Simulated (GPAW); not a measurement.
The system is In3Sb.

```xyz
4
Lattice="4.8370 0.0000 0.0000 0.0000 4.8370 0.0000 0.0000 0.0000 4.8370" Properties=species:S:1:pos:R:3 pbc="T T T"
Sb    0.0000    0.0000    0.0000
In    0.0000    2.4185    2.4185
In    2.4185    0.0000    2.4185
In    2.4185    2.4185    0.0000
```

The cell comes from a database or a generator and needn't be the stable form of this composition.

```yaml
Program: GPAW 26.7.0
Task: relaxation of cell and atoms
Functional: PBEsol
Potentials_or_basis: PAW data sets generated in the run's folder for this functional
Cutoff: 600 eV
Basis: pw
k_mesh: 6 × 6 × 6
Occupations: fermi-dirac, width 0.05 eV
Spin: no spin polarisation
```

At the start: pressure -2.9 GPa; volume 28.29 Å³/atom.

How do energy, volume and symmetry change on relaxing?

Over 4 steps the energy falls by 18.7 meV/atom and the volume is 26.27 Å³/atom (-7.1 %); space group Pm-3m (No. 221, to 0.05 Å).

The path:
| step | energy change (eV) | largest force (eV/Å) | pressure (GPa) | volume (Å³) |
| --- | --- | --- | --- | --- |
| 1 | 0.0000 | 0.0000 | -2.87 | 113.17 |
| 2 | -0.0103 | 0.0000 | -2.69 | 112.55 |
| 3 | -0.0738 | 0.0000 | 0.31 | 104.33 |
| 4 | -0.0746 | 0.0000 | -0.03 | 105.10 |

Final structure:
```cif
data_structure
_symmetry_space_group_name_H-M 'P 1'
_symmetry_Int_Tables_number 1
_cell_length_a 4.7192
_cell_length_b 4.7192
_cell_length_c 4.7192
_cell_angle_alpha 90.000
_cell_angle_beta 90.000
_cell_angle_gamma 90.000
_cell_volume 105.10
loop_
_atom_site_label
_atom_site_type_symbol
_atom_site_fract_x
_atom_site_fract_y
_atom_site_fract_z
_atom_site_occupancy
Sb1 Sb 0.00000 0.00000 0.00000 1
In1 In 0.00000 0.50000 0.50000 1
In2 In 0.50000 0.00000 0.50000 1
In3 In 0.50000 0.50000 0.00000 1
```

Caveat: later steps reuse the first step's grids.
